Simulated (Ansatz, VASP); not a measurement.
# In5GaAs6: VASP beside Ansatz, part 2 of 2

Aim: how closely do two programs agree when they are given the same cell, functional and k mesh? The cell is taken from a series of runs on this material, whose earlier steps may have relaxed, scaled, displaced or heated it; both programs get it as it stands.

VASP 6.6.1 and Ansatz 0.2.0.

So far. Step 2 (VASP: single point, HSE06): The run ends at a pressure of 0.44 GPa, with forces up to 0.028 eV/Å.

## (3) Ansatz: single point, HSE06

Level of this step: Ansatz beside VASP: Kohn-Sham DFT, plane waves, HSE06 (Ansatz).

Ansatz runs on its PAW soft_1 files.

The same cell, functional, mesh and smearing now go to Ansatz, which takes its cutoff from its data sets.

input.yaml

```yaml
crystal:
  lattice:
    - [4.2553734107, 0.0, 0.0]
    - [0.0, 4.2554687412, 0.0]
    - [0.0, 0.0, 18.058123846]
  atoms:
    - { symbol: In, position: [0.0, 0.0, 0.0382980268] }
    - { symbol: As, position: [0.5, 0.0, 0.1235340878] }
    - { symbol: In, position: [0.5, 0.5, 0.2087855441] }
    - { symbol: As, position: [0.0, 0.5, 0.2940665114] }
    - { symbol: In, position: [0.0, 0.0, 0.3793560868] }
    - { symbol: As, position: [0.5, 0.0, 0.4646389166] }
    - { symbol: In, position: [0.5, 0.5, 0.5499214151] }
    - { symbol: As, position: [0.0, 0.5, 0.6351769136] }
    - { symbol: In, position: [0.0, 0.0, 0.7203956189] }
    - { symbol: As, position: [0.5, 0.0, 0.8061460695] }
    - { symbol: Ga, position: [0.5, 0.5, 0.8793337973] }
    - { symbol: As, position: [0.0, 0.5, 0.9525227407] }
kpoints:
  mp_grid: { grid: [4, 4, 2] }
hamiltonian:
  xc: hse06
  pseudopotentials: { kind: paw, azcp: { folder: soft_1 } }
scf:
  occupations: { method: fermi_dirac, width: 0.03 }
  n_extra_bands: 8
output:
  eigenvalues: true
```

The run is started by

```bash
ansatz run input.yaml --threads 3 --pin off --max-ram 92160MiB --backend cuda --events-out ev --progress --plain --runs-dir out --devices 1 --max-vram 13GiB
```

Numbers of over 12 decimals in the logs are rounded to 6 here.

Log:

```text
scf.n_extra_bands = 8 over 84 filled bands (N_el = 168.0): the run solves 92 bands
GPUs: using 1 of 1 available (devices: 1).
Engine: ansatz 0.2.0, x86_64-unknown-linux-gnu
Pseudopotentials: kind: paw
Pseudopotential: In, paw, valence charge 13, recommended cutoff 420 eV (normal), soft_1/In.paw.azcp
Pseudopotential: As, paw, valence charge 15, recommended cutoff 420 eV (normal), soft_1/As.paw.azcp
Pseudopotential: Ga, paw, valence charge 13, recommended cutoff 420 eV (normal), soft_1/Ga.paw.azcp
Functional definition: HSE06
  parameter a = 0.25
  parameter omega = 0.11/bohr
  exchange = pbe_x - a*pbe_x_sr(omega) + a*exact_x_sr(omega)
  correlation = pbe_c
device memory: the entry about to start is reckoned to put 4.8 GiB on a device that reports 54.4 GiB free (of which the cap on the GPU budget leaves the run 13.0 GiB)
GPU FFT provider: cuFFT
GPU libraries: cuBLAS 13.8.2, cuFFT 12.4.0, cuSOLVER 12.3.4
Crystal: 12 atoms, lattice volume = 327.007 Å³
Basis set: ecut = 420 eV, 6389 PW (Γ)
Bands: 92, of which v1, the nominal top of the filled ones, is band 84 counted from 1 (83 counted from 0)
Symmetry: 4 space group operations
Space group: Pmm2 (ITA 25), of the structure as read, at distance tolerance 6.9e-5 Å
k-points: 18 of 32
Non-local potential: In, projectors of the file, l = 0: 2, l = 1: 2, l = 2: 2, l = 3: 1
Non-local potential: As, projectors of the file, l = 0: 2, l = 1: 2, l = 2: 3, l = 3: 1
Non-local potential: Ga, projectors of the file, l = 0: 2, l = 1: 2, l = 2: 3, l = 3: 1
PAW form: soft (Blöchl's): semilocal exchange-correlation on the pseudo side does not see the compensation charge
PAW frozen core: In, regenerated for the run's functional, and the local potential with it (the file was generated under x = pbe(κ = 0.804, μ = 0.219515), c = pbe(β = 0.066725))
PAW frozen core: As, regenerated for the run's functional, and the local potential with it (the file was generated under x = pbe(κ = 0.804, μ = 0.219515), c = pbe(β = 0.066725))
PAW frozen core: Ga, regenerated for the run's functional, and the local potential with it (the file was generated under x = pbe(κ = 0.804, μ = 0.219515), c = pbe(β = 0.066725))
PAW one-centre angular grid: In, 590 points (default); XC on 64 Gauss nodes
PAW one-centre angular grid: As, 590 points (default); XC on 64 Gauss nodes
PAW one-centre angular grid: Ga, 590 points (default); XC on 64 Gauss nodes
Initial density: superposition of atomic densities (chi_scale 0.1, normalization cell, long waves kept (reshape's long-wave potential 0.20 eV rms))
Initial wavefunctions: pseudopotential atomic-orbital guess
GPU buffer pool allocated for 112500 grid points (all kernels)
GPU transforms: local potential and band sums: pruned to the plane-wave sphere, on 30×30×125
Functional: x = pbe(κ = 0.804, μ = 0.219515), c = pbe(β = 0.066725), warm-up for x = pbe(κ = 0.804, μ = 0.219515) + 0.25 (exact − pbe) at short range (hse, ω = 0.207870 Å⁻¹), c = pbe(β = 0.066725); HSE06 as pw.x's `hse` composes it (authors' and Libxc's form: `xc: wpbeh`)
SCF iter   1: F=—  HF=-60911.857874 eV  |F-HF|=—  |Δ(HF+E_count)|=         —  Δρ=3.14e-2  dr2=2.60e0  ethr=1.00e-1  ⟨swp⟩=4.8  Hψ=4329  notcnv=0
preconditioner: auto → none  [insulator: Δε(μ)=0.839 eV  Ē_g=12.841 eV  σ=0.030 eV  W_gap=0.53  n_scr=86 (ndim 8)  ℏωp=21.3 eV  f_vac=0.010  D(μ)=1.17/eV (n_scr^D=4)]
SCF iter   2: F=—  HF=-60912.160039 eV  |F-HF|=—  |Δ(HF+E_count)|=   3.02e-1  Δρ=1.48e-2  dr2=6.17e-1  ethr=1.55e-3  ⟨swp⟩=7.7  Hψ=4876  notcnv=0  defer=27
SCF iter   3: F=—  HF=-60913.524030 eV  |F-HF|=—  |Δ(HF+E_count)|=    1.36e0  Δρ=1.36e-2  dr2=2.25e1  ethr=3.67e-4  ⟨swp⟩=8.9  Hψ=5118  notcnv=0  defer=12  recentre
SCF iter   4: F=—  HF=-60912.109787 eV  |F-HF|=—  |Δ(HF+E_count)|=    1.41e0  Δρ=2.19e-3  dr2=2.44e-1  ethr=3.67e-4  ⟨swp⟩=8.3  Hψ=5070  notcnv=0  defer=34
iter 5 solved again at ethr=1.01e-5 eV; its pass at ethr=1.45e-4 eV (dr2=1.69e-2 eV) is discarded
SCF iter   5: F=—  HF=-60912.088215 eV  |F-HF|=—  |Δ(HF+E_count)|=   2.16e-2  Δρ=1.13e-3  dr2=1.66e-2  ethr=1.01e-5  ⟨swp⟩=6.2  Hψ=7664  notcnv=0  defer=22
SCF iter   6: F=—  HF=-60912.087202 eV  |F-HF|=—  |Δ(HF+E_count)|=   1.01e-3  Δρ=6.93e-4  dr2=1.85e-3  ethr=9.85e-6  ⟨swp⟩=6.9  Hψ=3995  notcnv=0  defer=17
SCF iter   7: F=—  HF=-60912.087688 eV  |F-HF|=—  |Δ(HF+E_count)|=   4.86e-4  Δρ=3.63e-4  dr2=1.50e-3  ethr=1.10e-6  ⟨swp⟩=5.9  Hψ=3951  notcnv=0  defer=17
SCF iter   8: F=—  HF=-60912.087773 eV  |F-HF|=—  |Δ(HF+E_count)|=   8.57e-5  Δρ=2.56e-4  dr2=1.91e-3  ethr=8.92e-7  ⟨swp⟩=7.2  Hψ=4020  notcnv=0  defer=15
SCF iter   9: F=—  HF=-60912.087619 eV  |F-HF|=—  |Δ(HF+E_count)|=   1.54e-4  Δρ=1.34e-4  dr2=4.29e-4  ethr=8.92e-7  ⟨swp⟩=3.6  Hψ=3272  notcnv=0  defer=13
[...]
Frozen-core exchange: fock
[...]
preconditioner: auto → none  [insulator: Δε(μ)=0.371 eV  Ē_g=14.712 eV  σ=0.030 eV  W_gap=1.00  n_scr=86 (ndim 8)  ℏωp=21.3 eV  f_vac=0.098  D(μ)=0.01/eV (n_scr^D=0)]
[...]
SCF iter   7: F=—  HF=-60939.938946 eV  |F-HF|=—  |Δ(HF+E_count)|=   1.32e-3  Δρ=1.69e-4  dr2=2.20e-4  ethr=9.60e-8  ⟨swp⟩=5.1  Hψ=4921  notcnv=0
SCF iter   8: F=-60939.938897 eV  HF=-60939.938899 eV  |F-HF|=2.01e-6  |Δ(HF+E_count)|=   4.69e-5  Δρ=2.46e-5  dr2=1.37e-5  ethr=9.60e-8  ⟨swp⟩=3.9  Hψ=3561  notcnv=0
SCF 2 stopped early in 8 iterations: F = -60939.938897 eV  dr2 = 1.37e-5
hybrid outer 1: dexx = +6.968e-2 eV, tail = 2.93e-4 eV
GPU FFT provider: cuFFT
GPU libraries: cuBLAS 13.8.2, cuFFT 12.4.0, cuSOLVER 12.3.4
GPU buffer pool allocated for 112500 grid points (all kernels)
GPU transforms: local potential and band sums: pruned to the plane-wave sphere, on 30×30×125
Exchange kernel: α = 0.2500, screened, ω = 0.2079 Å⁻¹, Wigner–Seitz truncation, v(0) = 1041.9606 eV·Å³, q-mesh 4×4×2, nearest image of the exchange supercell L = 17.02 Å, pair-density grid 20×20×80, without the augmentation charges, whose exchange is taken in its separable form by FFT convolution over the k-point mesh (sized by the pseudopotential files, 30×30×125 at the most), smooth part of the exact exchange by density-matrix convolution in up to 10.19 GiB of GPU memory as planned if the GPU has room (build and FFT work areas not counted)
Frozen-core exchange: fock
SCF iter   1: F=—  HF=-60939.939997 eV  |F-HF|=—  |Δ(HF+E_count)|=         —  Δρ=6.03e-5  dr2=7.29e-6  ethr=8.73e-7  ⟨swp⟩=7.3  Hψ=3798  notcnv=0
preconditioner: auto → none  [insulator: Δε(μ)=0.491 eV  Ē_g=14.681 eV  σ=0.030 eV  W_gap=1.00  n_scr=86 (ndim 8)  ℏωp=21.3 eV  f_vac=0.100  D(μ)=0.00/eV (n_scr^D=0)]
SCF iter   2: F=—  HF=-60939.940008 eV  |F-HF|=—  |Δ(HF+E_count)|=   1.07e-5  Δρ=3.43e-5  dr2=3.56e-6  ethr=3.80e-9  ⟨swp⟩=5.0  Hψ=6087  notcnv=0
SCF iter   3: F=—  HF=-60939.940008 eV  |F-HF|=—  |Δ(HF+E_count)|=   3.34e-7  Δρ=1.48e-5  dr2=2.19e-6  ethr=1.58e-9  ⟨swp⟩=4.1  Hψ=3589  notcnv=0
SCF iter   4: F=—  HF=-60939.940015 eV  |F-HF|=—  |Δ(HF+E_count)|=   6.99e-6  Δρ=1.38e-5  dr2=5.49e-6  ethr=7.40e-10  ⟨swp⟩=5.8  Hψ=5464  notcnv=0
SCF iter   5: F=—  HF=-60939.940017 eV  |F-HF|=—  |Δ(HF+E_count)|=   1.99e-6  Δρ=1.48e-5  dr2=1.99e-5  ethr=7.40e-10  ⟨swp⟩=5.6  Hψ=4791  notcnv=0  recentre
SCF iter   6: F=—  HF=-60939.940014 eV  |F-HF|=—  |Δ(HF+E_count)|=   2.81e-6  Δρ=2.64e-6  dr2=3.11e-7  ethr=7.40e-10  ⟨swp⟩=5.8  Hψ=4348  notcnv=0
iter 7 solved again at ethr=3.44e-12 eV; its pass at ethr=1.45e-10 eV (dr2=5.78e-9 eV) is discarded
SCF iter   7: F=-60939.940014 eV  HF=-60939.940014 eV  |F-HF|=5.38e-9  |Δ(HF+E_count)|=   3.35e-8  Δρ=9.19e-7  dr2=3.77e-8  ethr=3.44e-12  ⟨swp⟩=4.8  Hψ=8098  notcnv=0
SCF 3 converged in 7 iterations: F = -60939.940014 eV  dr2 = 3.77e-8
hybrid outer 2: dexx = +7.800e-6 eV, tail = 2.28e-7 eV, Δε = 3.14e-3 eV (about 1.19e-4 eV left of the loop's levels)
hybrid SCF converged: 2 outer / 15 inner (+16 warm-up), last move |dexx| = 7.80e-6 eV, tail = 2.28e-7 eV
Stability not checked: this state was not tested for a lower state beside it, because the functional holds exact exchange (a hybrid, or Hartree-Fock), whose exchange loop this test does not read (fock_operator; see scf.lower_state_search)
Free energy (F): -60939.940014 eV
Frozen-core exchange: fock
Harris-Foulkes:  -60939.940014 eV  (|F-HF|=5.38e-9)
Internal energy: -60939.940000 eV  (E = F + TS)
E sigma→0 (E₀):  -60939.940007 eV
Entropy (-TS):   -0.000015 eV (-0.001 meV/atom)
Fermi energy:    7.380665 eV
--- Per-component energies (eV) ---
  E_band       = -2341.321549
  E_kinetic    = 1787.817037
  E_local      = -21372.976582  (includes V_loc(G=0)·N_el)
  E_nonlocal   = -830.856987
  E_hartree    = 10957.306252
  E_xc         = -962.792020
  E_vxc        = -756.907425  (∫ρ·V_xc dr)
  E_exx        = -577.148081  (= α·E_x^exact, valence–valence)
  E_paw        = -34805.717693  (= ΣΔE_a)
  E_vpaw       = -1928.720468  (= ΣTr[D̂ρ^β])
  E_aug_tail   = 0.000633  (compensation charges beyond the density's cutoff)
  E_ewald      = -15133.679528
  E_core_change = -1.893032  (= ΣΔE_core)
  E_smearing   = -0.000015  (= −TS)
  E_closure    = 0.000000  (closes the sum)
  Σ components = -60939.940014   (vs F -60939.940014, Δ=0.00e0)
--- Band table (eV; the first three rows and the last of 18) ---
  k-point 0: bands = [... 80 lower, 6.3010, 7.0900, 7.1218, 7.1218, 7.6139, 9.1630, 9.2434, 9.5413, ... 4 higher]
  k-point 1: bands = [... 80 lower, 6.7900, 6.7901, 6.8940, 6.8941, 8.7146, 8.7865, 9.2624, 9.3157, ... 4 higher]
  k-point 2: bands = [... 80 lower, 6.3538, 6.3597, 6.4116, 6.8641, 8.9721, 9.2173, 9.5376, 9.8922, ... 4 higher]
  k-point 17: bands = [... 80 lower, 4.4079, 4.4549, 4.4550, 4.5173, 9.6759, 9.6761, 9.7396, 9.7399, ... 4 higher]
```

## (4) Differences

Known differences besides the potentials themselves: exact exchange at q = 0 is treated differently, which shows on coarse meshes; VASP keeps PBE cores, Ansatz makes them for the functional; the data sets hold 168 valence electrons in Ansatz (on its PAW soft_1 files) and 108 in VASP; the cutoff is 420 eV in Ansatz and 400 eV in VASP; VASP takes a coarser grid for exact exchange (PRECFOCK = Fast). Total energies have different zeros and are not compared.

Both answers:

| quantity | Ansatz | VASP | difference |
| --- | --- | --- | --- |
| gap on the k mesh (eV) | 0.492 | 0.490 | +0.002 |

A gap on the mesh is an upper bound, since the band edges may lie between its points.

## (5) Summary of results

```
difference in gap on the k mesh (single point, HSE06) : 0.0016 eV
```

What this shows: The difference in gap on the k mesh is 0.0016 eV (single point, HSE06), within the 0.08 eV picked in this series as the mark of a large difference. The data sets hold unlike numbers of valence electrons (168 in Ansatz and 108 in VASP), so part of the differences comes from the potentials. How closely two codes agree says nothing of how well the functional describes the real material.

[Lines on the potential files, build, host, timing and source positions are cut from VASP's logs without a mark.]

[Logs are printed without paths, hosts, clocks, repeated set-up lines and the standing remarks that a program may print on its own settings, such as how far it seeks lower states.]

[Hosts, paths, dates, database ids (printed as entryN), source tags and the programs' standing remarks are cut or masked in the printed files.]
